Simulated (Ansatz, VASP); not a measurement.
**One calculation of SiC, two programs**

File INCAR:

```
SYSTEM = SiC
ALGO = Normal
EDIFF = 1E-6
EDIFFG = -0.005
ENCUT = 600
GGA = PE
IBRION = 2
ISIF = 3
ISMEAR = 0
LASPH = .TRUE.
LCHARG = .FALSE.
LREAL = .FALSE.
LWAVE = .FALSE.
NELM = 100
NSW = 100
PREC = Accurate
SIGMA = 0.02
```

The input KPOINTS:

```
k-points
0
G
  10 10 10
  0 0 0
```

Contents of POSCAR:

```
SiC
1.0
    0.0000000000      2.1769966200      2.1769966200
    2.1769966200      0.0000000000      2.1769966200
    2.1769966200      2.1769966200      0.0000000000
Si C
1 1
Direct
    0.7500000000      0.7500000000      0.7500000000
    0.0000000000      0.0000000000      0.0000000000
```

Input for Ansatz:

```yaml
crystal:
  lattice:
    - [0.0, 2.17699662, 2.17699662]
    - [2.17699662, 0.0, 2.17699662]
    - [2.17699662, 2.17699662, 0.0]
  atoms:
    - { symbol: Si, position: [0.75, 0.75, 0.75] }
    - { symbol: C, position: [0.0, 0.0, 0.0] }
basis:
  ecutwfc: 420
kpoints:
  mp_grid: { grid: [10, 10, 10] }
hamiltonian:
  xc: pbe
scf:
  occupations: { method: gaussian, width: 0.02 }
output:
  forces: true
  stress: true
  eigenvalues: true
relax:
  adjacent_minimum: "off"
  f_tol: 0.005
  max_steps: 80
  cell: { stress_tol: 0.05 }
```

The cell is a database's computed one.

Alike in both runs: task relaxation of cell and atoms; functional PBE; k mesh 10 × 10 × 10; occupations gaussian, width 0.02 eV; no spin polarisation.

```csv
,VASP,Ansatz
version,VASP 6.6.1,Ansatz 0.2.0
potentials or method,"VASP PAW PBE potentials, release 64 (Si, C)","scalar-relativistic, plane waves, PAW"
plane-wave cutoff (eV),600,420
valence electrons in the cell,8,8
```

VASP gave:

* gap on the k mesh at the Fermi level, each at its own relaxed structure (eV): 1.37
* relaxed volume (Å³/atom): 10.49
* relaxed cell length with the largest relative difference (Å): 3.096
* energy change over the relaxation (meV/atom): -2

What did Ansatz give for the same quantities?

gap on the k mesh at the Fermi level, each at its own relaxed structure (eV): 1.37; relaxed volume (Å³/atom): 10.50; relaxed cell length with the largest relative difference (Å): 3.097; energy change over the relaxation (meV/atom): -2.

A k mesh can miss the band edges. Expect the measured gap to be larger: semilocal functionals such as PBE lack the derivative discontinuity.
